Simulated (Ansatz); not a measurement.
# Iridium, fcc under revPBE: from relaxation to bulk modulus, part 2 of 2

Aim: take iridium in the fcc structure, relax it, solve it on a dense k-mesh, switch on spin-orbit coupling, then scale the cell to 7 volumes from 88 to 112 % of the relaxed one and try a fit of the equation of state. The k-meshes are 14×14×14 for the relaxation; 23×23×23 for the dense run; 14×14×14 for spin-orbit coupling; 23×23×23 for the volumes. It starts from a deposited cell (COD).

Ansatz 0.2.0; DFT, revPBE, plane waves (420 eV) with PAW, scalar-relativistic. The steps go on from the part before.

## Step 7: The cell scaled to 96 % of its volume

Input file input.yaml:

```yaml
crystal:
  lattice:
    - [0.0, 1.9154629586, 1.9154629586]
    - [1.9154629586, 0.0, 1.9154629586]
    - [1.9154629586, 1.9154629586, 0.0]
  atoms:
    - { symbol: Ir, position: [0.0, 0.0, 0.0] }
hamiltonian:
  xc: revpbe
  pseudopotentials:
    kind: paw
    azcp:
      Ir: "pseudopotentials/Ir.paw.azcp"
basis:
  ecutwfc: 420
  fft_grid_basis: typed
kpoints:
  mp_grid: { grid: [23, 23, 23], shift: [0, 0, 0] }
magnetization:
  spin_polarized: false
scf:
  occupations: { method: fermi_dirac, width: 0.1 }
output:
  stress: true
```

The log of the run, cut to the lines that bear on the results:

```text
[...]
Pseudopotentials: kind: paw
Pseudopotential: Ir, paw, valence charge 17, recommended cutoff 420 eV (normal), <dir>
Functional definition: revPBE
[...]
Crystal: 1 atoms, lattice volume = 14.056 Å³
Basis set: ecut = 420 eV, 283 PW (Γ)
Bands: 13, of which v1, the nominal top of the filled ones, is band 9 counted from 1 (8 counted from 0)
Symmetry: 48 space group operations
Space group: Fm-3m (ITA 225), of the structure as read, at distance tolerance 2.4e-5 Å
k-points: 364 of 12167
[...]
SCF iter   1: F=—  HF=-11944.870119 eV  |F-HF|=—  |Δ(HF+E_count)|=         —  Δρ=4.22e-3  dr2=5.52e-4  ethr=1.77e-3  ⟨swp⟩=5.0  Hψ=23824  notcnv=0
[...]
SCF iter   6: F=-11944.871070 eV  HF=-11944.871070 eV  |F-HF|=5.82e-11  |Δ(HF+E_count)|=   1.80e-9  Δρ=8.17e-7  dr2=6.64e-11  ethr=2.93e-11  ⟨swp⟩=2.0  Hψ=14273  notcnv=0
[...]
SCF converged after 6 iterations
Free energy (F): -11944.871070 eV
[...]
E sigma→0 (E₀):  -11944.857198 eV
Entropy (-TS):   -0.027744 eV (-27.744 meV/atom)
Fermi energy:    26.067140 eV
[...]
--- Stress (GPa, compression-positive) ---
       14.899030      -0.000000      -0.000000
        0.000000      14.899030       0.000000
        0.000000      -0.000000      14.899030
  P = ⅓ Tr σ = 14.8990 GPa (148.990 kbar)
```

Wall time 4.2 s (2 threads of an x86-64 CPU, shared host); peak memory 0.55 GiB.

## Step 8: The cell scaled to 100 % of its volume

input.yaml, as its differences from that of step 7:

```diff
@@ -2,5 +2,5 @@
   lattice:
-    - [0.0, 1.9154629586, 1.9154629586]
-    - [1.9154629586, 0.0, 1.9154629586]
-    - [1.9154629586, 1.9154629586, 0.0]
+    - [0.0, 1.9417054382, 1.9417054382]
+    - [1.9417054382, 0.0, 1.9417054382]
+    - [1.9417054382, 1.9417054382, 0.0]
   atoms:
```

The log of the run, cut to the lines that bear on the results:

```text
[...]
[... 3 set-up lines as earlier in the session ...]
[...]
Crystal: 1 atoms, lattice volume = 14.641 Å³
Basis set: ecut = 420 eV, 283 PW (Γ)
Bands: 13, of which v1, the nominal top of the filled ones, is band 9 counted from 1 (8 counted from 0)
[... 2 set-up lines as earlier in the session ...]
k-points: 364 of 12167
[...]
SCF iter   1: F=—  HF=-11944.895641 eV  |F-HF|=—  |Δ(HF+E_count)|=         —  Δρ=4.04e-3  dr2=4.11e-4  ethr=1.77e-3  ⟨swp⟩=5.0  Hψ=23640  notcnv=0
[...]
SCF iter   6: F=-11944.896760 eV  HF=-11944.896760 eV  |F-HF|=2.29e-10  |Δ(HF+E_count)|=  2.95e-10  Δρ=1.42e-6  dr2=2.80e-10  ethr=1.46e-10  ⟨swp⟩=2.0  Hψ=14382  notcnv=0
[...]
SCF converged after 6 iterations
Free energy (F): -11944.896760 eV
[...]
E sigma→0 (E₀):  -11944.881665 eV
Entropy (-TS):   -0.030191 eV (-30.191 meV/atom)
Fermi energy:    24.761381 eV
[...]
--- Stress (GPa, compression-positive) ---
       -0.228332       0.000000      -0.000000
        0.000000      -0.228332       0.000000
        0.000000      -0.000000      -0.228332
  P = ⅓ Tr σ = -0.2283 GPa (-2.283 kbar)
```

It took 4.3 s on 2 threads of an x86-64 CPU, shared host; peak memory 0.55 GiB.

## Step 9: The cell scaled to 104 % of its volume

input.yaml, as its differences from that of step 8:

```diff
@@ -2,5 +2,5 @@
   lattice:
-    - [0.0, 1.9417054382, 1.9417054382]
-    - [1.9417054382, 0.0, 1.9417054382]
-    - [1.9417054382, 1.9417054382, 0.0]
+    - [0.0, 1.9672571242, 1.9672571242]
+    - [1.9672571242, 0.0, 1.9672571242]
+    - [1.9672571242, 1.9672571242, 0.0]
   atoms:
```

The log of the run, cut to the lines that bear on the results:

```text
[...]
[... 3 set-up lines as earlier in the session ...]
[...]
Crystal: 1 atoms, lattice volume = 15.227 Å³
Basis set: ecut = 420 eV, 307 PW (Γ)
Bands: 13, of which v1, the nominal top of the filled ones, is band 9 counted from 1 (8 counted from 0)
[... 1 set-up line as earlier in the session ...]
Space group: Fm-3m (ITA 225), of the structure as read, at distance tolerance 2.5e-5 Å
k-points: 364 of 12167
[...]
SCF iter   1: F=—  HF=-11944.872149 eV  |F-HF|=—  |Δ(HF+E_count)|=         —  Δρ=4.01e-3  dr2=3.45e-4  ethr=1.77e-3  ⟨swp⟩=5.0  Hψ=23577  notcnv=0
[...]
SCF iter   6: F=-11944.873424 eV  HF=-11944.873424 eV  |F-HF|=2.40e-9  |Δ(HF+E_count)|=   1.98e-8  Δρ=6.03e-6  dr2=4.04e-9  ethr=4.99e-11  ⟨swp⟩=1.9  Hψ=14607  notcnv=0
[...]
SCF converged after 6 iterations
Free energy (F): -11944.873424 eV
[...]
E sigma→0 (E₀):  -11944.857027 eV
Entropy (-TS):   -0.032794 eV (-32.794 meV/atom)
Fermi energy:    23.554665 eV
[...]
--- Stress (GPa, compression-positive) ---
      -12.051654       0.000000      -0.000000
       -0.000000     -12.051654       0.000000
        0.000000      -0.000000     -12.051654
  P = ⅓ Tr σ = -12.0517 GPa (-120.517 kbar)
```

Wall time 4.4 s (2 threads of an x86-64 CPU, shared host); peak memory 0.54 GiB.

## Step 10: The cell scaled to 108 % of its volume

input.yaml, as its differences from that of step 9:

```diff
@@ -2,5 +2,5 @@
   lattice:
-    - [0.0, 1.9672571242, 1.9672571242]
-    - [1.9672571242, 0.0, 1.9672571242]
-    - [1.9672571242, 1.9672571242, 0.0]
+    - [0.0, 1.9921617569, 1.9921617569]
+    - [1.9921617569, 0.0, 1.9921617569]
+    - [1.9921617569, 1.9921617569, 0.0]
   atoms:
```

The log of the run, cut to the lines that bear on the results:

```text
[...]
[... 3 set-up lines as earlier in the session ...]
[...]
Crystal: 1 atoms, lattice volume = 15.813 Å³
Basis set: ecut = 420 eV, 331 PW (Γ)
Bands: 13, of which v1, the nominal top of the filled ones, is band 9 counted from 1 (8 counted from 0)
[... 2 set-up lines as earlier in the session ...]
k-points: 364 of 12167
[...]
SCF iter   1: F=—  HF=-11944.810635 eV  |F-HF|=—  |Δ(HF+E_count)|=         —  Δρ=4.08e-3  dr2=3.92e-4  ethr=1.77e-3  ⟨swp⟩=5.0  Hψ=23758  notcnv=0
[...]
SCF iter   6: F=-11944.811849 eV  HF=-11944.811849 eV  |F-HF|=1.93e-9  |Δ(HF+E_count)|=   2.21e-8  Δρ=5.79e-6  dr2=3.51e-9  ethr=9.75e-11  ⟨swp⟩=1.7  Hψ=14947  notcnv=0
[...]
SCF converged after 6 iterations
Free energy (F): -11944.811849 eV
[...]
E sigma→0 (E₀):  -11944.794075 eV
Entropy (-TS):   -0.035548 eV (-35.548 meV/atom)
Fermi energy:    22.436462 eV
[...]
--- Stress (GPa, compression-positive) ---
      -21.252066      -0.000000       0.000000
       -0.000000     -21.252066       0.000000
        0.000000       0.000000     -21.252066
  P = ⅓ Tr σ = -21.2521 GPa (-212.521 kbar)
```

It took 4.4 s on 2 threads of an x86-64 CPU, shared host; peak memory 0.55 GiB.

## Step 11: The cell scaled to 112 % of its volume

input.yaml, as its differences from that of step 10:

```diff
@@ -2,5 +2,5 @@
   lattice:
-    - [0.0, 1.9921617569, 1.9921617569]
-    - [1.9921617569, 0.0, 1.9921617569]
-    - [1.9921617569, 1.9921617569, 0.0]
+    - [0.0, 2.0164588071, 2.0164588071]
+    - [2.0164588071, 0.0, 2.0164588071]
+    - [2.0164588071, 2.0164588071, 0.0]
   atoms:
```

The log of the run, cut to the lines that bear on the results:

```text
[...]
[... 3 set-up lines as earlier in the session ...]
[...]
Crystal: 1 atoms, lattice volume = 16.398 Å³
Basis set: ecut = 420 eV, 331 PW (Γ)
Bands: 13, of which v1, the nominal top of the filled ones, is band 9 counted from 1 (8 counted from 0)
[... 2 set-up lines as earlier in the session ...]
k-points: 364 of 12167
[...]
SCF iter   1: F=—  HF=-11944.719520 eV  |F-HF|=—  |Δ(HF+E_count)|=         —  Δρ=4.22e-3  dr2=5.02e-4  ethr=1.77e-3  ⟨swp⟩=5.0  Hψ=23810  notcnv=0
[...]
SCF iter   6: F=-11944.720609 eV  HF=-11944.720609 eV  |F-HF|=7.39e-10  |Δ(HF+E_count)|=   1.89e-8  Δρ=3.70e-6  dr2=1.51e-9  ethr=1.07e-10  ⟨swp⟩=1.8  Hψ=14914  notcnv=0
[...]
SCF converged after 6 iterations
Free energy (F): -11944.720609 eV
[...]
E sigma→0 (E₀):  -11944.701386 eV
Entropy (-TS):   -0.038445 eV (-38.445 meV/atom)
Fermi energy:    21.397779 eV
[...]
--- Stress (GPa, compression-positive) ---
      -28.360571       0.000000       0.000000
        0.000000     -28.360571       0.000000
       -0.000000       0.000000     -28.360571
  P = ⅓ Tr σ = -28.3606 GPa (-283.606 kbar)
```

Wall time 4.2 s (2 threads of an x86-64 CPU, shared host); peak memory 0.56 GiB.

## Step 12: Fitting the volumes

All volumes keep the relaxed shape and fractional coordinates.

| V (Å³/atom) | E − E₀ (meV/atom) | P from the stress (GPa) | P from the fit (GPa) |
| --- | --- | --- | --- |
| 12.884 | 278.8 | 58.82 | 58.66 |
| 13.470 | 111.6 | 34.21 | 33.88 |
| 14.056 | 24.4 | 14.90 | 14.55 |
| 14.641 | 0.0 | -0.23 | -0.57 |
| 15.227 | 24.6 | -12.05 | -12.39 |
| 15.813 | 87.6 | -21.25 | -21.64 |
| 16.398 | 180.3 | -28.36 | -28.84 |

Fit (Birch-Murnaghan, third order): V₀ = 14.617 Å³/atom, B₀ = 336 GPa, B₀′ = 5.1, largest residual 0.07 meV/atom.

Fit and stress differ a little: one follows E(σ → 0), the other the smeared free energy.

## Step 13: Outcome

The summary covers parts 1 to 2.

```
                      quantity                         value
space group (spins left aside)               Fm-3m (No. 225)
             conventional cell                   a = 3.883 Å
                        volume                14.641 Å³/atom
             shortest distance                       2.746 Å
   against the measured volume       +3.5 % (14.149 Å³/atom)
               gap on the mesh  none (levels filled in part)
                   V₀, B₀, B₀′  14.617 Å³/atom, 336 GPa, 5.1
```

In words: revPBE puts the volume 3.5 % above the deposited one. Cells that are too large are usual for this functional. The deposited cell holds zero-point motion and, unless taken cold, thermal expansion, so the miss against a static lattice is larger still. No gap shows: it is a metal or semimetal at this level. The total energy of the spin-orbit run lies -31.8 eV/atom from the scalar one, but the two kinds of run don't share a zero of energy: only differences within one kind count. B₀ comes out at 336 GPa, among the stiffest elements.
